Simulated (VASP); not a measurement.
# BAs in VASP: a series of runs

The runs below take BAs through work function, with PBEsol, HSE06.

All numbers are computed with VASP 6.6.1; they aren't measurements. Logs are shortened: lines on timing, memory, paths and dates and some standing lists are left out, and cuts for length are marked.

## (1) The structure

The cell holds a sheet with vacuum, 2 atoms: a = 3.364 Å, b = 3.364 Å, c = 16.000 Å, α = 90.00°, β = 90.00°, γ = 120.00°.

The cell was built by a generator and needn't be a form met in nature.

## (2) Work function, PBEsol

File INCAR:

```
SYSTEM = BAs
PREC = Accurate ; ENCUT = 520
EDIFF = 1E-6 ; ISMEAR = 0
SIGMA = 0.03 ; LREAL = .False.
LASPH = .True. ; NELM = 60
ALGO = Fast ; ISIF = 2
LWAVE = .False. ; LCHARG = .True.
LDIPOL = .True. ; IDIPOL = 3
DIPOL = 0.5 0.5 0.500 ; GGA = PS
LVHAR = .True. ; LVACPOTAV = .True.
KPAR = 4
```

File KPOINTS:

```
Automatic mesh
0
Gamma
  12 12 1
  0 0 0
```

File POSCAR:

```
BAs                                     
1.0
    3.3641075122      0.0000000000      0.0000000000
   -1.6820537561      2.9134025619      0.0000000000
    0.0000000000      0.0000000000     16.0000000000
  B               As            
     1     1
Direct
     0.3333330000000032    0.6666669999999968    0.5000000000000000
     0.6666669999999968    0.3333330000000032    0.5000000000000000
```

Potentials or basis: VASP PAW PBE potentials, release 64 (B, As).

Launch:

```console
$ cat potpaw_PBE.64/B/POTCAR potpaw_PBE.64/As/POTCAR > POTCAR
$ mpirun -np 4 vasp_std > vasp.out
```

OUTCAR:

```text
SYSTEM = BAs
   PREC = Accurate
   ENCUT = 520
   EDIFF = 1E-6
   ISMEAR = 0
   LREAL = .False.
   LASPH = .True.
   NELM = 60
   ISIF = 2
   GGA = PS

 ion  position               nearest neighbor table
   1  0.333  0.667  0.500-   2 1.94   2 1.94   2 1.94
   2  0.667  0.333  0.500-   1 1.94   1 1.94   1 1.94

  LATTYP: Found a hexagonal cell.
 ALAT       =     3.3641075122
 C/A-ratio  =     4.7560905655

  Lattice vectors:

 A1 = (   3.3641075122,   0.0000000000,   0.0000000000)
 A2 = (  -1.6820537561,   2.9134025619,   0.0000000000)
 A3 = (   0.0000000000,   0.0000000000,  16.0000000000)

Analysis of symmetry for initial positions (statically):
=====================================================================
 Subroutine PRICEL returns:
 Original cell was already a primitive cell.

 Routine SETGRP: Setting up the symmetry group for a
 hexagonal supercell.

 Subroutine GETGRP returns: Found 12 space group operations
 (whereof 12 operations were pure point group operations)
 out of a pool of 24 trial point group operations.

The static configuration has the point symmetry D_3h.

Analysis of symmetry for dynamics (positions and initial velocities):
=====================================================================
 Subroutine PRICEL returns:
 Original cell was already a primitive cell.

 Routine SETGRP: Setting up the symmetry group for a
 hexagonal supercell.

 Subroutine GETGRP returns: Found 12 space group operations
 (whereof 12 operations were pure point group operations)
 out of a pool of 24 trial point group operations.

The dynamic configuration has the point symmetry D_3h.

 Subroutine INISYM returns: Found 12 space group operations
 (whereof 12 operations are pure point group operations),
 and found     1 'primitive' translations

----------------------------------------------------------------------------------------

                                     Primitive cell

  volume of cell :     156.8160

  direct lattice vectors                    reciprocal lattice vectors
     3.364107512  0.000000000  0.000000000     0.297255660  0.171620636  0.000000000
    -1.682053756  2.913402562  0.000000000     0.000000000  0.343241272  0.000000000
     0.000000000  0.000000000 16.000000000     0.000000000  0.000000000  0.062500000

  length of vectors
     3.364107512  3.364107508 16.000000000     0.343241271  0.343241272  0.062500000

  position of ions in fractional coordinates (direct lattice)
     0.333333000  0.666667000  0.500000000
     0.666667000  0.333333000  0.500000000

  ion indices of the primitive-cell ions
   primitive index   ion index
                 1           1
                 2           2

----------------------------------------------------------------------------------------

 KPOINTS: Automatic mesh

Automatic generation of k-mesh.
 Grid dimensions read from file:
 generate k-points for:   12   12    1

 Generating k-lattice:

  Cartesian coordinates                     Fractional coordinates (reciprocal lattice)
     0.024771305  0.014301720  0.000000000     0.083333333  0.000000000  0.000000000
     0.000000000  0.028603439  0.000000000     0.000000000  0.083333333  0.000000000
     0.000000000  0.000000000  0.062500000     0.000000000  0.000000000  1.000000000

  Length of vectors
     0.028603439  0.028603439  0.062500000

  Shift w.r.t. Gamma in fractional coordinates (k-lattice)
     0.000000000  0.000000000  0.000000000

 Subroutine IBZKPT returns following result:
 ===========================================

 Found     19 irreducible k-points:

 Following reciprocal coordinates:
            Coordinates               Weight
  0.000000  0.000000  0.000000      1.000000
  0.083333 -0.000000  0.000000      6.000000
  0.166667  0.000000  0.000000      6.000000
  0.250000  0.000000  0.000000      6.000000
  0.333333  0.000000  0.000000      6.000000
  0.416667 -0.000000  0.000000      6.000000
[... 11 lines left out ...]
  0.333333  0.250000  0.000000     12.000000
  0.333333  0.333333  0.000000      2.000000
   k-points           NKPTS =     19   k-points in BZ     NKDIM =     19   number of bands    NBANDS=      8
   number of dos      NEDOS =    301   number of ions     NIONS =      2
   total plane-waves  NPLWV =  94080
   dimension x,y,z NGX =    28 NGY =   28 NGZ =  120
   dimension x,y,z NGXF=    56 NGYF=   56 NGZF=  240
   ions per type =               1   1
   NGX,Y,Z   is equivalent  to a cutoff of  13.84, 13.84, 12.47 a.u.
   NGXF,Y,Z  is equivalent  to a cutoff of  27.67, 27.67, 24.94 a.u.
 SYSTEM =  BAs
   PREC   = accura    normal or accurate (medium, high low for compatibility)
   ISTART =      0    job   : 0-new  1-cont  2-samecut
   ICHARG =      2    charge: 1-file 2-atom 10-const
   ISPIN  =      1    spin polarized calculation?
   LNONCOLLINEAR =      F non collinear calculations
   LSORBIT =      F    spin-orbit coupling
   LASPH  =      T    aspherical Exc in radial PAW
   ENCUT  =  520.0 eV  38.22 Ry    6.18 a.u.   6.26  6.26 29.75*2*pi/ulx,y,z
   NELM   =     60;   NELMIN=  2; NELMDL= -5     # of ELM steps
   EDIFF  = 0.1E-05   stopping-criterion for ELM
   LREAL  =      F    real-space projection
   EDIFFG = 0.1E-04   stopping-criterion for IOM
   NSW    =      0    number of steps for IOM
   IBRION =     -1    ionic relax: 0-MD 1-quasi-New 2-CG
   NFREE  =      0    steps in history (QN), initial steepest desc. (CG)
   ISIF   =      2    stress and relaxation
   ISYM   =      2    0-nonsym 1-usesym 2-fastsym
   POTIM  = 0.5000    time-step for ionic-motion
   TEBEG  =    0.0;   TEEND  =   0.0 temperature during run
   PSTRESS=    0.0 pullay stress
   NELECT =       8.0000    total number of electrons
   NUPDOWN=      -1.0000    fix difference up-down
   EMIN   =  10.00;   EMAX   =-10.00  energy-range for DOS
   EFERMI =   0.00;   METHOD = LEGACY
   ISMEAR =     0;   SIGMA  =   0.03  broadening in eV -4-tet -1-fermi 0-gaus
   EFERMI_NEDOS =   21; number of points for ismear=-14 and -15
   IALGO  =     68    algorithm
   IMIX   =      4    mixing-type and parameters
     AMIX     =   0.40;   BMIX     =  1.00
     AMIX_MAG =   1.60;   BMIX_MAG =  1.00
  volume/ion in A,a.u.               =      78.41       529.12
  Fermi-wavevector in a.u.,A,eV,Ry     =   0.607167  1.147379  5.015809  0.368652
  Thomas-Fermi vector in A             =   1.661529
   LORBIT       =      0    0 simple, 1 ext, 2 COOP (PROOUT), +10 PAW based schemes
   GGA     = PS    functional components
   LHFCALC =     F    Hartree Fock is set to
   AEXX    =    0.0000 exact exchange contribution
   IVDW    =     0    specifies the selected vdW correction
   LEPSILON=     F    determine dielectric tensor
   LRPA    =     F    only Hartree local field effects (RPA)
 non-spin polarized calculation
 RMM-DIIS sequential band-by-band and
 Gauss-broadening in eV      SIGMA  =   0.03
  energy-cutoff  :      520.00
  volume of cell :      156.82
 maximum number of plane-waves:      4239
 NGX is ok and might be reduce to    28
   NGX = 13   NGY = 13   NGZ = 59

 dipolmoment           0.000000      0.000000      0.000000 electrons x Angstroem

 number of electron       8.0000000 magnetization

 dipolmoment           0.000000      0.000000     -0.000000 electrons x Angstroem

 Free energy of the ion-electron system (eV)
  ---------------------------------------------------
  ext. energy  EPLUGINS =         0.00000000
  ---------------------------------------------------
  free energy    TOTEN  =       -11.24974239 eV

  energy without entropy =      -11.24974239  energy(sigma->0) =      -11.24974239

 E-fermi :  -2.9451     XC(G=0):  -2.6831

 val. band max:       -3.1051259103   @ k =   0.3333   0.3333   0.0000
 cond. band min:      -2.3683704472   @ k =   0.3333   0.3333   0.0000
 fundamental gap:      0.7367554631
 Fermi energy:        -2.9450528650

 k-point     1 :       0.0000    0.0000    0.0000
  band No.  band energies     occupation
      1     -17.0177      2.00000
      2      -7.1196      2.00000
      3      -4.6006      2.00000
      4      -4.6005      2.00000
      5       0.5993      0.00000
      6       0.9261      0.00000
      7       1.7436      0.00000
      8       1.7437      0.00000

 k-point     2 :       0.0833   -0.0000    0.0000
  band No.  band energies     occupation
      1     -16.9201      2.00000
      2      -7.0089      2.00000
      3      -5.2357      2.00000
      4      -4.8175      2.00000
      5       0.7184      0.00000
      6       0.9986      0.00000
      7       2.0748      0.00000
      8       2.1735      0.00000

 k-point     3 :       0.1667    0.0000    0.0000
  band No.  band energies     occupation
      1     -16.6305      2.00000
      2      -6.6797      2.00000
      3      -6.6252      2.00000
      4      -5.3184      2.00000
      5       0.6218      0.00000
      6       1.0948      0.00000
      7       3.0621      0.00000
      8       3.3119      0.00000

 k-point     4 :       0.2500    0.0000    0.0000
  band No.  band energies     occupation
      1     -16.1619      2.00000
      2      -8.1903      2.00000
      3      -6.1434      2.00000
      4      -5.8673      2.00000
      5       0.1489      0.00000
      6       1.6462      0.00000
      7       1.6800      0.00000
      8       2.8589      0.00000

 k-point     5 :       0.3333    0.0000    0.0000
  band No.  band energies     occupation
      1     -15.5498      2.00000
      2      -9.6668      2.00000
      3      -6.3213      2.00000
      4      -5.4295      2.00000
      5      -0.2463      0.00000
      6       0.2177      0.00000
      7       2.4970      0.00000
      8       3.6629      0.00000

 k-point     6 :       0.4167   -0.0000    0.0000
  band No.  band energies     occupation
      1     -14.9051      2.00000
      2     -10.8545      2.00000
      3      -6.6131      2.00000
      4      -4.6348      2.00000
      5      -1.0546      0.00000
      6      -0.4976      0.00000
      7       3.5223      0.00000
      8       4.6732      0.00000

 k-point     7 :       0.5000    0.0000    0.0000
  band No.  band energies     occupation
      1     -14.5706      2.00000
      2     -11.3736      2.00000
      3      -6.7131      2.00000
      4      -4.1731      2.00000
      5      -1.6821      0.00000
      6      -0.5832      0.00000
      7       4.4707      0.00000
      8       5.0942      0.00000
[... 78 lines left out ...]
 k-point    15 :       0.3333    0.1667    0.0000
  band No.  band energies     occupation
      1     -14.6799      2.00000
      2     -10.7323      2.00000
      3      -7.9052      2.00000
      4      -4.3233      2.00000
      5      -1.2008      0.00000
      6       1.4570      0.00000
      7       3.8460      0.00000
      8       4.2528      0.00000

 k-point    16 :       0.4167    0.1667    0.0000
  band No.  band energies     occupation
      1     -14.3669      2.00000
      2     -11.1895      2.00000
      3      -8.0390      2.00000
      4      -3.8383      2.00000
      5      -1.8060      0.00000
      6       1.3900      0.00000
      7       4.2167      0.00000
      8       4.6988      0.00000

 k-point    17 :       0.2500    0.2500    0.0000
  band No.  band energies     occupation
      1     -14.7129      2.00000
      2     -10.4204      2.00000
      3      -8.3598      2.00000
      4      -4.3669      2.00000
      5      -1.0257      0.00000
      6       2.6707      0.00000
      7       3.7544      0.00000
      8       3.8991      0.00000

 k-point    18 :       0.3333    0.2500    0.0000
  band No.  band energies     occupation
      1     -14.2472      2.00000
      2     -10.9576      2.00000
      3      -8.8159      2.00000
      4      -3.6111      2.00000
      5      -1.8878      0.00000
      6       2.9242      0.00000
      7       3.5343      0.00000
      8       4.7201      0.00000

 k-point    19 :       0.3333    0.3333    0.0000
  band No.  band energies     occupation
      1     -14.0616      2.00000
      2     -11.0050      2.00000
      3      -9.2038      2.00000
      4      -3.1051      2.00000
      5      -2.3684      0.00000
      6       3.2278      0.00000
      7       3.6166      0.00000
      8       5.3628      0.00000

------------------------ aborting loop because EDIFF is reached ----------------------------------------

  FORCE on cell =-STRESS in cart. coord.  units (eV):
  Direction    XX          YY          ZZ          XY          YZ          ZX
  --------------------------------------------------------------------------------------
  -------------------------------------------------------------------------------------
  Total        0.1933879      0.1933879     -0.0057004      0.0000000     -0.0000000     -0.0000000
  in kB        1.9758293      1.9758293     -0.0582408      0.0000000     -0.0000000     -0.0000000
  external PRESSURE =       1.2978060 kB  Pullay stress =       0.0000000 kB

 VOLUME and BASIS-vectors are now :
 -----------------------------------------------------------------------------
  energy-cutoff  :      520.00
  volume of cell :      156.82
      direct lattice vectors                 reciprocal lattice vectors
     3.364107512  0.000000000  0.000000000     0.297255660  0.171620636  0.000000000
    -1.682053756  2.913402562  0.000000000     0.000000000  0.343241272  0.000000000
     0.000000000  0.000000000 16.000000000     0.000000000  0.000000000  0.062500000

 POSITION                                       TOTAL-FORCE (eV/Angst)
 -----------------------------------------------------------------------------------
     -0.00000      1.94227      8.00000        -0.000000      0.000000      0.000000
      1.68206      0.97113      8.00000         0.000000     -0.000000      0.000000
 -----------------------------------------------------------------------------------
    total drift:                               -0.000130      0.000075      0.000000

  FREE ENERGIE OF THE ION-ELECTRON SYSTEM (eV)
  ---------------------------------------------------
  free  energy   TOTEN  =       -11.2497423940 eV

  energy  without entropy=      -11.2497423940  energy(sigma->0) =      -11.24974239

 vacuum level on the upper side and lower side of the slab         1.850         1.850
```

It took 11 s on 4 MPI ranks of Intel Xeon 6975P-C (Granite Rapids), shared host; peak memory 0.29 GiB.

What came out:

- Free energy: -11.2497 eV
- Band gap on the k mesh: 0.74 eV, direct
- Ionisation potential of the upper face: 4.96 eV

Levels at points of the mesh, in eV from the valence-band top:
```tsv
k point	band 1	band 2	band 3	band 4	band 5	band 6	band 7	band 8
(0.00, 0.00, 0.00)	-13.91	-4.01	-1.50	-1.50	3.70	4.03	4.85	4.85
(0.50, 0.00, 0.00)	-11.47	-8.27	-3.61	-1.07	1.42	2.52	7.58	8.20
```

Caveat: the PAW data sets were made with another functional, which shifts forces and pressure a little. Expect the measured gap to be larger: semilocal functionals such as PBEsol lack the derivative discontinuity.

(Part 1 of 2 ends here.)
